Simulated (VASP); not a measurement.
# SiC: convergence, relaxation of the cell

SiC, P1 (no. 1), 2 atoms in the cell. PBE, relaxation of the cell; PAW potentials Si, C (PBE set). VASP 6.6.1.

Wanted: cell lengths a, b, c within 0.2 %; volume within 0.4 %.

The series start from Relaxations run in a row: 2; Cutoff ENCUT (eV): 550; Force threshold EDIFFG (eV/Å): -0.01; Relaxation method: conjugate gradient, POTIM 0.5; Precision mode: Accurate. Each series keeps the choices made before it, and each single choice may use up half of a tolerance. Times cover all steps of a run.

## Relaxations run in a row

| Relaxations run in a row | Cell lengths a, b, c, largest deviation against the largest value | Volume (Å³/atom) | Time (s) |
|---|---|---|---|
| 1 | 0 % | 10.5 | 39 |
| 2 | 0 % | 10.5 | 51 |
| 3 (reference) | 0 % | 10.5 | 55 |

Chosen: 1, the loosest value from which every tighter one stays within half of the tolerance.

## Cutoff ENCUT (eV)

| Cutoff ENCUT (eV) | Cell lengths a, b, c, largest deviation against the largest value | Volume (Å³/atom) | Time (s) |
|---|---|---|---|
| 350 | 0.37 % | 10.38 | 28 |
| 400 | 0.11 % | 10.46 | 39 |
| 450 | 0.0071 % | 10.5 | 39 |
| 500 | 0.015 % | 10.5 | 40 |
| 550 | 0.0019 % | 10.5 | 39 |
| 600 | 0.013 % | 10.49 | 65 |
| 700 | 0.013 % | 10.49 | 61 |
| 800 (reference) | 0 % | 10.5 | 69 |

Chosen: 450.

## Force threshold EDIFFG (eV/Å)

| Force threshold EDIFFG (eV/Å) | Cell lengths a, b, c, largest deviation against the largest value | Volume (Å³/atom) | Time (s) |
|---|---|---|---|
| -0.05 | 0.027 % | 10.49 | 29 |
| -0.02 | 0.034 % | 10.5 | 33 |
| -0.01 | 0.034 % | 10.5 | 39 |
| -0.005 | 0.0061 % | 10.5 | 36 |
| -0.002 (reference) | 0 % | 10.5 | 38 |

Chosen: -0.05.

## Relaxation method

| Relaxation method | Cell lengths a, b, c, largest deviation against the largest value | Volume (Å³/atom) | Time (s) |
|---|---|---|---|
| conjugate gradient, POTIM 0.5 | 0 % | 10.49 | 29 |
| conjugate gradient, POTIM 0.2 | 0.12 % | 10.48 | 26 |
| conjugate gradient, POTIM 1.0 | refused | refused | 39 |
| quasi-Newton, POTIM 0.5 | 0.046 % | 10.5 | 27 |
| quasi-Newton, POTIM 0.5, at least 5 electronic steps | 0.046 % | 10.5 | 27 |
| velocity quench, POTIM 0.1 | 0.12 % | 10.51 | 41 |

Chosen: conjugate gradient, POTIM 0.5; no other choice that stays within half of the tolerance saves 30 % of the time.

VASP's message at the runs that stop: VERY BAD NEWS! internal error in subroutine POSMAP: symmetry equivalent atom not found, you might try decreasing or increasing SYMPREC by an order of magnitude. 1.

## Precision mode

| Precision mode | Cell lengths a, b, c, largest deviation against the largest value | Volume (Å³/atom) | Time (s) |
|---|---|---|---|
| Accurate | 0 % | 10.49 | 29 |
| Normal | 0.0058 % | 10.5 | 14 |
| High | 0 % | 10.49 | 28 |

Chosen: Normal, the fastest of those that stay within half of the tolerance.

## All choices together

| Input | Cell lengths a, b, c, largest deviation against the largest value | Volume (Å³/atom) | Time (s) |
|---|---|---|---|
| EDIFF and PREC left to the program (naive) | 0.03 % | 10.5 | 21 |
| chosen settings | 0.041 % | 10.5 | 14 |
| reference settings throughout | 0 % | 10.49 | 105 |

The tolerance is met.

Values of the reference run: Cell lengths a, b, c: 3.096, 3.096, 3.096 Å.

## The input

INCAR.step1:
```
PREC = Normal ; ENCUT = 450
EDIFF = 1E-7 ; ISMEAR = 0
SIGMA = 0.05 ; LREAL = F
LASPH = T ; NELM = 100
ALGO = Normal ; LWAVE = F
LCHARG = F ; IBRION = 2
NSW = 60 ; ISIF = 3
EDIFFG = -0.05 ; POTIM = 0.5
KPAR = 4
```

INCAR.step2, as INCAR.step1 but for:
```
- IBRION = 2
- NSW = 60
- ISIF = 3
- EDIFFG = -0.05
- POTIM = 0.5
+ NSW = 0
+ ISIF = 2
```

KPOINTS:
```
k-points
0
Gamma
  8 8 8
```

POSCAR.step1:
```
SiC
1.0
   -0.0091720000      2.2595710000      2.2451530000
    2.2281970000      0.0072780000      2.2287030000
    2.2245310000      2.2394550000      0.0109440000
Si C
1 1
Direct
   -0.0073460000      0.0064250000      0.0066810000
    0.7573460000      0.7435750000      0.7433190000
```

POSCAR.step2:
```
SiC
1.0
    0.0012819900      2.1908395633      2.1880122520
    2.1888361775     -0.0002672280      2.1896490071
    2.1884079903      2.1919416659      0.0001136172
Si C
1 1
Direct
    0.0001985582      0.9999286249      0.0000502115
    0.7498014418      0.7500713751      0.7499497885
```

Commands (each step's output is kept before the next begins):
```
cat potpaw_PBE.64/Si/POTCAR potpaw_PBE.64/C/POTCAR > POTCAR
cp INCAR.step1 INCAR
cp POSCAR.step1 POSCAR
mpirun -np 4 vasp_std > vasp.out
cp CONTCAR POSCAR
cp INCAR.step2 INCAR
cp POSCAR.step2 POSCAR
mpirun -np 4 vasp_std > vasp.out
```

The naive input happens to agree within the tolerance here, in 21 s.

Limits: the start was distorted on purpose (volume up by 6 %, random strain, atoms moved at random), so the space group given is the start's and not the crystal's.

The chosen input took VASP 6.6.1 14 s on 4 cores (AMD EPYC 9R45 (Zen 5)), a shared host.

## An input that fails: cell relaxed at a low cutoff

It runs to its end, but against the unchanged starting input it is off by 0.52 % in the cell lengths a, b, c, 1.5 % in the volume.

Changes against the starting input:
```
(all steps)
- PREC = Accurate
- ENCUT = 550
+ PREC = Low
+ ENCUT = 350
(POSCAR.step3)
-   -0.0000537812      2.1907080000      2.1894290038
-    2.1887284327      0.0002809461      2.1891829080
-    2.1887895333      2.1904173376      0.0001725291
+   -0.0001565885      2.1791683363      2.1783063854
+    2.1779915151      0.0001166064      2.1781163808
+    2.1779663561      2.1788549650      0.0000971011
-    0.0000001057      0.9999839206      0.9999843946
-    0.7499998943      0.7500160794      0.7500156054
+    0.0000391838      0.9999821739      0.9999727523
+    0.7499608162      0.7500178261      0.7500272477
```
